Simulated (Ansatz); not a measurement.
# BaS: response to strain

Aim: deform BaS (equal xy, yz and zx engineering shear strains of -1 %) and compute stress, forces and field gradients with LAPW, PAW and all-electron datasets made for the crystal.

Computed with Ansatz 0.2.0 (DFT PBE, scalar-relativistic, unless a step's input says otherwise).

**1. Starting point**

It takes space group Fm-3m (No. 225, cubic). The conventional cell has a = 6.387 Å, b = 6.387 Å, c = 6.387 Å, α = 90.00°, β = 90.00°, γ = 90.00°. Ba (site symmetry m-3m) is surrounded by 6 S at 3.19 Å. Around S (site symmetry m-3m) lie 6 Ba at 3.19 Å.

Coordinates:

```xyz
2
Lattice="0.0000 3.1938 3.1938 3.1937 0.0000 3.1938 3.1937 3.1938 0.0000" Properties=species:S:1:pos:R:3 pbc="T T T"
Ba    0.0000    0.0000    0.0000
S     3.1937    3.1938    3.1938
```

Atoms are numbered in the order of the input: Ba1, S2.

**2. After the deformation**

Space group Fm-3m before, R-3m after.

**3. Full-potential LAPW**

input.yaml reads:

```yaml
crystal:
  lattice:
    - [-0.0319375, 3.17778125, 3.17778125]
    - [3.17778125, -0.0319375, 3.17778125]
    - [3.17778125, 3.17778125, -0.0319375]
  atoms:
    - { symbol: Ba, position: [0.0, 0.0, 0.0] }
    - { symbol: S, position: [0.5, 0.5, 0.5] }
kpoints:
  mp_grid: { grid: [8, 8, 8] }
  band_path:
    path:
      - [0.0, 0.0, 0.0]
      - [0.5, 0.5, 0.5]
      - [0.2525443832, 0.5, 0.7474556168]
      - [-0.2525443832, 0.2525443832, 0.5]
      - [0.0, 0.0, 0.5]
      - [0.0, 0.0, 0.0]
      - [-0.3762721916, 0.0, 0.3762721916]
      - [0.0, 0.3762721916, 0.6237278084]
      - [0.0, 0.5, 0.5]
    npoints: 5
scf:
  occupations: { method: fermi_dirac, width: 0.02 }
hamiltonian:
  xc: pbe
  pseudopotentials: { kind: all_electron, lapw: { basis_error: 0.00025 } }
output:
  forces: true
  stress: true
  eigenvalues: true
```

Command:

```console
> ansatz run input.yaml --threads 1 --pin off --max-ram 3072MiB --backend cpu --events-out ev --progress --plain --runs-dir out
```

Log, cut to the lines that bear on the results:

```text
LAPW: plane waves up to 6.471 Å⁻¹, error target 2.5e-4 eV per atom; small_component_spin mean_spin; S in spheres of 1.518 Å, 14 of its electrons in bands, Dirac shells []; Ba in spheres of 1.676 Å, 28 of its electrons in bands, Dirac shells []
[...]
Pseudopotentials: kind: all_electron
Pseudopotential: Ba, LAPW, valence charge 28, Koelling and Harmon's equation, gaussian nucleus
Pseudopotential: S, LAPW, valence charge 14, Koelling and Harmon's equation, gaussian nucleus
Functional definition: PBE
[...]
Crystal: 2 atoms, lattice volume = 65.148 Å³
Basis set: ecut = 159.53478313066182 eV, 301 PW (Γ), exchange–correlation at level 2
Bands: 26, of which v1, the nominal top of the filled ones, is band 21 counted from 1 (20 counted from 0)
Symmetry: 12 space group operations
Space group: R-3m (ITA 166), of the structure as read, at distance tolerance 4.0e-5 Å
k-points: 65 of 512
[...]
SCF iter   1: F=—  HF=-232239.651796 eV  |F-HF|=—  |Δ(HF+E_count)|=         —  Δρ=2.77e-2  dr2=1.20e0  ethr=2.86e-3  ⟨swp⟩=2.0  Hψ=10884  notcnv=0
[...]
the basis was enlarged: its passes take 536.6 KiB over the memory plan, 1 of 1 planned eigensolver slots
[...]
SCF iter   7: F=-232239.216303 eV  HF=-232239.216303 eV  |F-HF|=4.36e-8  |Δ(HF+E_count)|=   1.83e-6  Δρ=3.49e-6  dr2=7.68e-9  ethr=1.15e-9  ⟨swp⟩=3.0  Hψ=5938  notcnv=0
[...]
NSCF: frozen V_eff on 41 k-points
SCF converged after 7 iterations
Free energy (F): -232239.216303 eV
[...]
E sigma→0 (E₀):  -232239.216303 eV
Fermi energy:    8.939704 eV
[...]
--- Forces (eV/Å), atoms counted from 1 ---
  atom   1  Ba    -0.00000000     0.00000000     0.00000000
  atom   2  S      0.00000000    -0.00000000     0.00000000
[...]
--- Stress (GPa, compression-positive) ---
        0.831452       0.178654       0.178654
        0.178654       0.831452       0.178654
        0.178654       0.178654       0.831452
  P = ⅓ Tr σ = 0.8315 GPa (8.315 kbar)
--- Band table (eV; the first three rows and the last of 65) ---
  k-point 0: bands = ["-227.9729", "-195.2384", "-165.0936", "-165.0921", "-165.0921", "-140.0103", "-140.0103", "-140.0091", "-73.8776", "-73.8764", "-73.8764", "-73.8688", "-73.8688", "-18.1095", "-3.1710", "-3.1710", "-3.1665", "-2.4577", "7.8208", "7.8208", "7.8551", "11.5126", [...]
[...]
```

Run time: 12 s. Hardware: 1 thread of Intel Xeon Platinum 8488C (Sapphire Rapids), shared host; peak memory 0.41 GiB.

This run gives: pressure 0.83 GPa; gap 2.18 eV, indirect from Γ to F.

**4. Frozen-core PAW**

input.yaml reads:

```yaml
crystal:
  lattice:
    - [-0.0319375, 3.17778125, 3.17778125]
    - [3.17778125, -0.0319375, 3.17778125]
    - [3.17778125, 3.17778125, -0.0319375]
  atoms:
    - { symbol: Ba, position: [0.0, 0.0, 0.0] }
    - { symbol: S, position: [0.5, 0.5, 0.5] }
kpoints:
  mp_grid: { grid: [8, 8, 8] }
scf:
  occupations: { method: fermi_dirac, width: 0.02 }
hamiltonian:
  xc: pbe
  pseudopotentials: { kind: paw }
output:
  forces: true
  stress: true
  eigenvalues: true
  efg: { contact_densities: true }
```

Command:

```console
> ansatz run input.yaml --threads 1 --pin off --max-ram 3072MiB --backend cpu --events-out ev --progress --plain --runs-dir out
```

Log, cut to the lines that bear on the results:

```text
Ba: output.efg is read without spin–orbit coupling, which moves field gradients at and beside such atoms by some per cent and up to a factor of two; PAW files take it under magnetization.noncollinear and magnetization.spin_orbit
[...]
Pseudopotentials: kind: paw
Pseudopotential: Ba, paw, valence charge 10, recommended cutoff 420 eV (normal)
Pseudopotential: S, paw, valence charge 6, recommended cutoff 420 eV (normal)
[... 1 set-up line as earlier in the session ...]
[...]
Crystal: 2 atoms, lattice volume = 65.148 Å³
Basis set: ecut = 420 eV, 1255 PW (Γ), exchange–correlation on 64×64×64 points (8 copies of the dense FFT grid, shifted against one another)
Bands: 12, of which v1, the nominal top of the filled ones, is band 8 counted from 1 (7 counted from 0)
[... 2 set-up lines as earlier in the session ...]
k-points: 65 of 512
[...]
Fermi energy:    6.899274 eV
[...]
--- Forces (eV/Å), atoms counted from 1 ---
  atom   1  Ba    -0.00000000    -0.00000000    -0.00000000
  atom   2  S      0.00000000    -0.00000000     0.00000000
[...]
--- Stress (GPa, compression-positive) ---
        0.832198       0.178685       0.178685
        0.178685       0.832198       0.178685
        0.178685       0.178685       0.832198
  P = ⅓ Tr σ = 0.8322 GPa (8.322 kbar)
--- PAW observables at the nuclei: V_zz in 10²¹ V/m², potentials from the cell's mean, atoms counted from 1 ---
  atom   1  Ba V_zz =    +0.710619   η = 0.0000   by run symmetry: allowed
            electrostatic potential = -9621.844019 V   contact ρ = 2065463.626425 e/Å³
  atom   2  S  V_zz =    -0.140010   η = 0.0000   by run symmetry: allowed
            electrostatic potential = -1635.159684 V   contact ρ = 19765.579475 e/Å³
--- Band table (eV; the first three rows and the last of 65) ---
  k-point 0: bands = ["-20.1480", "-5.2102", "-5.2102", "-5.2058", "-4.4980", "5.7805", "5.7805", "5.8148", "9.4727", "9.7149", "9.7149", "9.8504"]
[...]
```

Wall time 3.7 s (1 thread of Intel Xeon Platinum 8488C (Sapphire Rapids), shared host); peak memory 0.46 GiB.

This run gives: pressure 0.83 GPa; gap on the k mesh 2.18 eV; Vzz Ba1 0.71 (η = 0.00), S2 -0.14 (η = 0.00) (10²¹ V/m²).

**5. Datasets made for this crystal**

Edit input.yaml of step 4 so:

```diff
@@ -14,3 +14,3 @@
   xc: pbe
-  pseudopotentials: { kind: paw }
+  pseudopotentials: { kind: all_electron, datasets: crystal }
 output:
```

Command:

```console
> ansatz run input.yaml --threads 1 --pin off --max-ram 3072MiB --backend cpu --events-out ev --progress --plain --runs-dir out
```

Log, cut to the lines that bear on the results:

```text
[...]
Ba: output.efg is read without spin–orbit coupling, which moves field gradients at and beside such atoms by some per cent and up to a factor of two; PAW files take it under magnetization.noncollinear and magnetization.spin_orbit
[...]
[... 1 set-up line as earlier in the session ...]
Pseudopotential: Ba, paw, valence charge 10, recommended cutoff 260 eV (normal), Koelling and Harmon's equation, gaussian nucleus
Pseudopotential: S, paw, valence charge 6, recommended cutoff 260 eV (normal), Koelling and Harmon's equation, gaussian nucleus
[... 1 set-up line as earlier in the session ...]
[...]
Crystal: 2 atoms, lattice volume = 65.148 Å³
Basis set: ecut = 260 eV, 609 PW (Γ), exchange–correlation on 48×48×48 points (8 copies of the dense FFT grid, shifted against one another)
Bands: 12, of which v1, the nominal top of the filled ones, is band 8 counted from 1 (7 counted from 0)
[... 1 set-up line as earlier in the session ...]
[...]
--- Forces (eV/Å), atoms counted from 1 ---
  atom   1  Ba    -0.00000000     0.00000000     0.00000000
  atom   2  S      0.00000000    -0.00000000    -0.00000000
[...]
--- Stress (GPa, compression-positive) ---
        0.831506       0.178675       0.178675
        0.178675       0.831506       0.178675
        0.178675       0.178675       0.831506
  P = ⅓ Tr σ = 0.8315 GPa (8.315 kbar)
--- PAW observables at the nuclei: V_zz in 10²¹ V/m², potentials from the cell's mean, atoms counted from 1 ---
  atom   1  Ba V_zz =    +0.711916   η = 0.0000   by run symmetry: allowed
            electrostatic potential = -9621.796316 V   contact ρ = 2065103.150127 e/Å³
  atom   2  S  V_zz =    -0.139693   η = 0.0000   by run symmetry: allowed
            electrostatic potential = -1635.025307 V   contact ρ = 19783.672452 e/Å³
--- Band table (eV; the first three rows and the last of 65) ---
  k-point 0: bands = ["-18.1097", "-3.1711", "-3.1711", "-3.1666", "-2.4576", "7.8209", "7.8209", "7.8552", "11.5128", "11.7556"]
[...]
```

Run time: 7.2 s. Hardware: 1 thread of Intel Xeon Platinum 8488C (Sapphire Rapids), shared host; peak memory 0.53 GiB.

Result: pressure 0.83 GPa; gap on the k mesh 2.18 eV; Vzz Ba1 0.71 (η = 0.00), S2 -0.14 (η = 0.00) (10²¹ V/m²).

**6. Side by side**

Stress (GPa, compression positive):

```
          method    xx    yy    zz    yz    xz    xy
            LAPW  0.83  0.83  0.83  0.18  0.18  0.18
             PAW  0.83  0.83  0.83  0.18  0.18  0.18
crystal datasets  0.83  0.83  0.83  0.18  0.18  0.18
```

| method | pressure (GPa) | gap on the k mesh (eV) | Vzz Ba1 (10²¹ V/m²) | Vzz S2 (10²¹ V/m²) | SCF cycles, all passes |
| --- | --- | --- | --- | --- | --- |
| LAPW | 0.83 | 2.18 | – | – | 7 |
| PAW | 0.83 | 2.18 | 0.71 | -0.14 | 6 |
| crystal datasets | 0.83 | 2.18 | 0.71 | -0.14 | 8 |

**7. What came out**

| quantity | value |
| --- | --- |
| pressure | LAPW 0.83, PAW 0.83, crystal datasets 0.83 GPa |
| largest shear or deviatoric stress (LAPW) | 0.18 GPa |

The largest part of the stress beyond the pressure is 0.18 GPa in size; the atoms are carried along and not relaxed. No run of the undeformed cell stands beside it, so the pressure holds what the given cell had before the change. PAW: stress within 0.01 GPa of LAPW. Crystal datasets: stress within 0.01 GPa of LAPW. Spin-orbit coupling is left out, though the cell holds Ba; in elements this heavy it can shift bands and gaps by tenths of an eV.

These are semilocal Kohn-Sham gaps, which aren't the measured quantity. Such gaps usually fall short of the measured ones.
